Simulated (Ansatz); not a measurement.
# I (C2/m) in Ansatz: notebook

One crystal, I, is run at these levels: PBE; tasks: single point.

Everything below comes from runs of Ansatz 0.2.0. Logs are shortened: lines on timing, memory, paths and dates and some standing lists are left out, and cuts for length are marked.

### Step 1. The structure

It takes space group C2/m (No. 12, monoclinic). Conventional cell: a = 5.077 Å, b = 7.413 Å, c = 2.880 Å, α = 90.00°, β = 124.24°, γ = 90.00°. I (site symmetry 2/m) has 2 I at 2.88 Å as nearest neighbours.

### Step 2. Single point, PBE, 42.12 Å³/atom (volume scaled by 0.94)

The input, input.yaml:

```yaml
crystal:
  lattice:
    - [2.4865290481, -3.630958298, 0.0]
    - [2.4865290481, 3.630958298, 0.0]
    - [-1.5877864743, 0.0, 2.3324903252]
  atoms:
    - { symbol: I, position: [0.5, 0.5, 0.5] }
kpoints:
  mp_grid: { grid: [7, 7, 11] }
scf:
  occupations: { method: fermi_dirac, width: 0.05 }
hamiltonian:
  xc: pbe
  pseudopotentials: { kind: all_electron, lapw: { basis_error: 0.0005 } }
output:
  forces: true
  stress: true
  eigenvalues: true
```

Potentials or basis: all-electron LAPW, scalar-relativistic.

The run is started by

```sh
$ ansatz run input.yaml --threads 1 --pin off --max-ram 3072MiB --backend cpu --events-out ev --progress --plain --runs-dir out
```

The log of the run:

```text
Warning: RAYON_NUM_THREADS=1 ignored (pool sized by the plan → 1); use --threads N
LAPW: plane waves up to 8.229 Å⁻¹, error target 5.0e-4 eV per atom; small_component_spin mean_spin; I in spheres of 1.411 Å, 25 of its electrons in bands, Dirac shells [] (how accurate: hamiltonian.pseudopotentials.lapw.basis_error, Limitations)
Engine: ansatz 0.2.0, x86_64-unknown-linux-gnu
Pseudopotentials: kind: all_electron
Pseudopotential: I, LAPW, valence charge 25, lapw/all_electron/scalar/gaussian/I, Koelling and Harmon's equation, gaussian nucleus
Functional definition: PBE
  parameter kappa = 0.804
  parameter beta = 0.06672455060314922
  exchange = pbe_x(kappa = kappa, mu = beta*pi^2/3)
  correlation = pbe_c(beta = beta)
Crystal: 1 atoms, lattice volume = 42.118 Å³
Basis set: ecut = 258.0131502428057 eV, 399 PW (Γ), exchange–correlation at level 2
Bands: 17, of which v1, the nominal top of the filled ones, is band 13 counted from 1 (12 counted from 0)
Symmetry: 4 space group operations
Space group: C2/m (ITA 12), of the structure as read, at distance tolerance 3.5e-5 Å
k-points: 156 of 539
Non-local potential: I, projectors of the file, none
Initial density: superposition of atomic densities (chi_scale 0.1, normalization cell)
Initial wavefunctions: plane waves of lowest kinetic energy (no species holds an atomic orbital)
Functional: x = pbe(κ = 0.804, μ = 0.2195149727645171), c = pbe(β = 0.06672455060314922)
iter 1 solved again at ethr=4.53e-4 eV; its pass at ethr=1.00e-1 eV (dr2=1.13e-1 eV) is discarded
SCF iter   1: F=—  HF=-193641.792299 eV  |F-HF|=—  |Δ(HF+E_count)|=         —  Δρ=1.38e-2  dr2=1.12e-1  ethr=4.53e-4  ⟨swp⟩=2.8  Hψ=17529  notcnv=0
preconditioner: auto → none  [metal: Δε(μ)=0.048 eV  Ē_g=13.258 eV  σ=0.050 eV  W_gap=0.23  n_scr=10 (ndim 8)  ℏωp=15.1 eV  f_vac=0.239  D(μ)=0.29/eV (n_scr^D=0)  sad-step TF]
SCF iter   2: F=—  HF=-193641.745543 eV  |F-HF|=—  |Δ(HF+E_count)|=   4.68e-2  Δρ=8.41e-3  dr2=4.59e-2  ethr=4.48e-4  ⟨swp⟩=2.1  Hψ=7963  notcnv=0
iter 3 solved again at ethr=6.39e-7 eV; its pass at ethr=1.84e-4 eV (dr2=1.60e-4 eV) is discarded
SCF iter   3: F=—  HF=-193641.723599 eV  |F-HF|=—  |Δ(HF+E_count)|=   2.19e-2  Δρ=6.52e-4  dr2=1.59e-4  ethr=6.39e-7  ⟨swp⟩=2.4  Hψ=13713  notcnv=0
SCF iter   4: F=—  HF=-193641.724468 eV  |F-HF|=—  |Δ(HF+E_count)|=         —  Δρ=1.22e-4  dr2=7.60e-6  ethr=6.36e-7  ⟨swp⟩=3.0  Hψ=7710  notcnv=0
the basis was enlarged: its passes take 204.4 KiB over the memory plan, 1 of 1 planned eigensolver slots
SCF iter   5: F=—  HF=-193641.724446 eV  |F-HF|=—  |Δ(HF+E_count)|=   2.18e-5  Δρ=4.20e-5  dr2=7.86e-7  ethr=3.04e-8  ⟨swp⟩=3.0  Hψ=7554  notcnv=0
SCF iter   6: F=—  HF=-193641.724446 eV  |F-HF|=—  |Δ(HF+E_count)|=   4.18e-7  Δρ=6.36e-6  dr2=3.52e-8  ethr=3.14e-9  ⟨swp⟩=3.0  Hψ=7710  notcnv=0
SCF iter   7: F=-193641.724446 eV  HF=-193641.724446 eV  |F-HF|=4.74e-9  |Δ(HF+E_count)|=   1.06e-7  Δρ=2.38e-6  dr2=2.79e-9  ethr=1.41e-10  ⟨swp⟩=2.2  Hψ=7329  notcnv=0
SCF 1 converged in 7 iterations: F = -193641.724446 eV  dr2 = 2.79e-9
SCF converged after 7 iterations
Free energy (F): -193641.724446 eV
Harris-Foulkes:  -193641.724446 eV  (|F-HF|=4.74e-9)
Internal energy: -193641.720984 eV  (E = F + TS)
E sigma→0 (E₀):  -193641.722715 eV
Entropy (-TS):   -0.003463 eV (-3.463 meV/atom)
Fermi energy:    6.753682 eV
--- Per-component energies (eV) ---
  E_band       = -1400.616434
  E_kinetic    = 204945.792833
  E_xc         = -4940.191176
  E_electrostatic = -393647.322640  (all electrons and nuclei)
  E_smearing   = -0.003463  (= −TS)
  E_closure    = 0.000000  (closes the sum)
  E_atoms      = -193640.378522  (free atoms, spherical and without spin; not in F)
  Σ components = -193641.724446   (vs F -193641.724446, Δ=0.00e0)
  Basis errors (estimates in eV, not in F): energy 3.2e-4 per atom: plane waves 3.0e-4 (1.6e-4 summed), levels above the bands 2.8e-89, relativity 3.0e-8, radial functions 1.8e-5, core shells 2.3e-9; eigenvalues (radial functions only) 9.2e-7; not estimated: angular momenta, meshes, grids; target (lapw.basis_error) 5.0e-4; muffin-tin radii I 1.411 Å
--- Forces (eV/Å), atoms counted from 1 ---
  atom   1  I      0.00000000     0.00000000     0.00000000
  max |Σ_I F_I| component: 0.00e0 eV/Å
--- Stress (GPa, compression-positive) ---
        2.781321       0.000000      -2.587067
        0.000000       1.144342       0.000000
       -2.587067       0.000000       4.733653
  P = ⅓ Tr σ = 2.8864 GPa (28.864 kbar)
--- Band table (eV; the first three rows and the last of 156) ---
  k-point 0: bands = ["-168.4225", "-115.6402", "-115.3218", "-115.2781", "-38.4713", "-38.2998", "-38.2640", "-38.0136", "-38.0127", "-7.2498", "4.9976", "5.0316", "10.9231", "11.0541", "14.4980", "14.8166", "17.3115"]
  k-point 1: bands = ["-168.4225", "-115.6405", "-115.3218", "-115.2781", "-38.4609", "-38.3026", "-38.2668", "-38.0133", "-38.0124", "-7.0846", "4.9669", "5.0943", "9.6759", "11.3492", "14.5913", "14.8169", "18.0530"]
  k-point 2: bands = ["-168.4224", "-115.6413", "-115.3217", "-115.2781", "-38.4329", "-38.3100", "-38.2742", "-38.0127", "-38.0116", "-6.5978", "4.8892", "5.3653", "7.1724", "12.3850", "14.4013", "15.7892", "17.6572"]
  k-point 155: bands = ["-168.4223", "-115.6438", "-115.3216", "-115.2779", "-38.3420", "-38.3340", "-38.2980", "-38.0106", "-38.0088", "-3.9795", "1.0180", "5.5529", "6.3461", "11.8817", "13.0488", "17.1436", "18.2072"]
```

It took 5.8 s on 1 thread of AMD EPYC 9R45 (Zen 5), shared host; peak memory 0.49 GiB.

What came out:

| Quantity | Value |
| --- | --- |
| Free energy | -193641.7244 eV |
| Pressure | 2.9 GPa |
| Band gap on the k mesh | none (metal or under the smearing width) |

Caveat: an odd number of electrons without spin polarisation forces a metal; a magnetic or distorted state may lie lower.

### Step 3. Single point, PBE, 43.01 Å³/atom (volume scaled by 0.96)

input.yaml, as its differences from that of step 2:

```diff
@@ -2,5 +2,5 @@
   lattice:
-    - [2.4865290481, -3.630958298, 0.0]
-    - [2.4865290481, 3.630958298, 0.0]
-    - [-1.5877864743, 0.0, 2.3324903252]
+    - [2.504040393, -3.6565292694, 0.0]
+    - [2.504040393, 3.6565292694, 0.0]
+    - [-1.5989684376, 0.0, 2.3489168547]
   atoms:
```

Potentials or basis: all-electron LAPW, scalar-relativistic.

The run is started by

```sh
$ ansatz run input.yaml --threads 1 --pin off --max-ram 3072MiB --backend cpu --events-out ev --progress --plain --runs-dir out
```

Run time: 5.7 s. Hardware: 1 thread of AMD EPYC 9R45 (Zen 5), shared host; peak memory 0.48 GiB.

Results (log left out):

- Free energy: -193641.7387 eV
- Pressure: 2.2 GPa
- Band gap on the k mesh: none (metal or under the smearing width)

Caveat: an odd number of electrons without spin polarisation forces a metal; a magnetic or distorted state may lie lower.

### Step 4. Single point, PBE, 43.91 Å³/atom (volume scaled by 0.98)

input.yaml, as its differences from that of step 3:

```diff
@@ -2,5 +2,5 @@
   lattice:
-    - [2.504040393, -3.6565292694, 0.0]
-    - [2.504040393, 3.6565292694, 0.0]
-    - [-1.5989684376, 0.0, 2.3489168547]
+    - [2.5213101828, -3.6817475095, 0.0]
+    - [2.5213101828, 3.6817475095, 0.0]
+    - [-1.6099961546, 0.0, 2.3651167932]
   atoms:
```

The run is started by

```sh
$ ansatz run input.yaml --threads 1 --pin off --max-ram 3072MiB --backend cpu --events-out ev --progress --plain --runs-dir out
```

It took 5.6 s on 1 thread of AMD EPYC 9R45 (Zen 5), shared host; peak memory 0.49 GiB.

The run converged. Its results:

```yaml
Free_energy: -193641.7495 eV
Pressure: 1.7 GPa
Band_gap_on_the_k_mesh: none (metal or under the smearing width)
```

Caveat: an odd number of electrons without spin polarisation forces a metal; a magnetic or distorted state may lie lower.

### Step 5. Single point, PBE, 44.81 Å³/atom

input.yaml, as its differences from that of step 4:

```diff
@@ -2,5 +2,5 @@
   lattice:
-    - [2.5213101828, -3.6817475095, 0.0]
-    - [2.5213101828, 3.6817475095, 0.0]
-    - [-1.6099961546, 0.0, 2.3651167932]
+    - [2.5383465792, -3.7066249365, 0.0]
+    - [2.5383465792, 3.7066249365, 0.0]
+    - [-1.620874837, 0.0, 2.3810977968]
   atoms:
```

The run is started by

```sh
$ ansatz run input.yaml --threads 1 --pin off --max-ram 3072MiB --backend cpu --events-out ev --progress --plain --runs-dir out
```

It took 5.6 s on 1 thread of AMD EPYC 9R45 (Zen 5), shared host; peak memory 0.49 GiB.

The run converged. Its results:

```yaml
Free_energy: -193641.7573 eV
Pressure: 1.1 GPa
Band_gap_on_the_k_mesh: none (metal or under the smearing width)
```

Caveat: an odd number of electrons without spin polarisation forces a metal; a magnetic or distorted state may lie lower.

### Step 6. Single point, PBE, 45.70 Å³/atom (volume scaled by 1.02)

input.yaml, as its differences from that of step 5:

```diff
@@ -2,5 +2,5 @@
   lattice:
-    - [2.5383465792, -3.7066249365, 0.0]
-    - [2.5383465792, 3.7066249365, 0.0]
-    - [-1.620874837, 0.0, 2.3810977968]
+    - [2.5551573114, -3.7311728369, 0.0]
+    - [2.5551573114, 3.7311728369, 0.0]
+    - [-1.6316094203, 0.0, 2.3968671159]
   atoms:
```

Potentials or basis: all-electron LAPW, scalar-relativistic.

The run is started by

```sh
$ ansatz run input.yaml --threads 1 --pin off --max-ram 3072MiB --backend cpu --events-out ev --progress --plain --runs-dir out
```

Run time: 5.6 s. Hardware: 1 thread of AMD EPYC 9R45 (Zen 5), shared host; peak memory 0.48 GiB.

Results (log left out):

```
Free energy            : -193641.7623 eV
Pressure               : 0.7 GPa
Band gap on the k mesh : none (metal or under the smearing width)
```

Caveat: an odd number of electrons without spin polarisation forces a metal; a magnetic or distorted state may lie lower.

### Step 7. Single point, PBE, 46.60 Å³/atom (volume scaled by 1.04)

input.yaml, as its differences from that of step 6:

```diff
@@ -2,5 +2,5 @@
   lattice:
-    - [2.5551573114, -3.7311728369, 0.0]
-    - [2.5551573114, 3.7311728369, 0.0]
-    - [-1.6316094203, 0.0, 2.3968671159]
+    - [2.5717497069, -3.7554019108, 0.0]
+    - [2.5717497069, 3.7554019108, 0.0]
+    - [-1.6422045835, 0.0, 2.4124316242]
   atoms:
```

The run is started by

```sh
$ ansatz run input.yaml --threads 1 --pin off --max-ram 3072MiB --backend cpu --events-out ev --progress --plain --runs-dir out
```

Run time: 5.6 s. Hardware: 1 thread of AMD EPYC 9R45 (Zen 5), shared host; peak memory 0.48 GiB.

The run converged. Its results:

```yaml
Free_energy: -193641.7650 eV
Pressure: 0.3 GPa
Band_gap_on_the_k_mesh: none (metal or under the smearing width)
```

Caveat: an odd number of electrons without spin polarisation forces a metal; a magnetic or distorted state may lie lower.

### Step 8. Single point, PBE, 47.49 Å³/atom (volume scaled by 1.06)

input.yaml, as its differences from that of step 7:

```diff
@@ -2,5 +2,5 @@
   lattice:
-    - [2.5717497069, -3.7554019108, 0.0]
-    - [2.5717497069, 3.7554019108, 0.0]
-    - [-1.6422045835, 0.0, 2.4124316242]
+    - [2.5881307199, -3.7793223132, 0.0]
+    - [2.5881307199, 3.7793223132, 0.0]
+    - [-1.6526647673, 0.0, 2.4277978451]
   atoms:
```

The run is started by

```sh
$ ansatz run input.yaml --threads 1 --pin off --max-ram 3072MiB --backend cpu --events-out ev --progress --plain --runs-dir out
```

It took 5.9 s on 1 thread of AMD EPYC 9R45 (Zen 5), shared host; peak memory 0.48 GiB.

Results (log left out):

| Quantity | Value |
| --- | --- |
| Free energy | -193641.7655 eV |
| Pressure | -0.1 GPa |
| Band gap on the k mesh | none (metal or under the smearing width) |

Caveat: an odd number of electrons without spin polarisation forces a metal; a magnetic or distorted state may lie lower.

### Step 9. The reference run

An earlier run on the cell as given: functional PBE; potentials or basis all-electron LAPW, scalar-relativistic; cutoff 224 eV (chosen from the basis error); basis error allowed 0.001 eV/atom; k mesh 7 × 7 × 11; occupations fermi-dirac, width 0.05 eV; no spin polarisation.

- Pressure: 1.1 GPa
- Band gap on the k mesh: none (metal or under the smearing width)
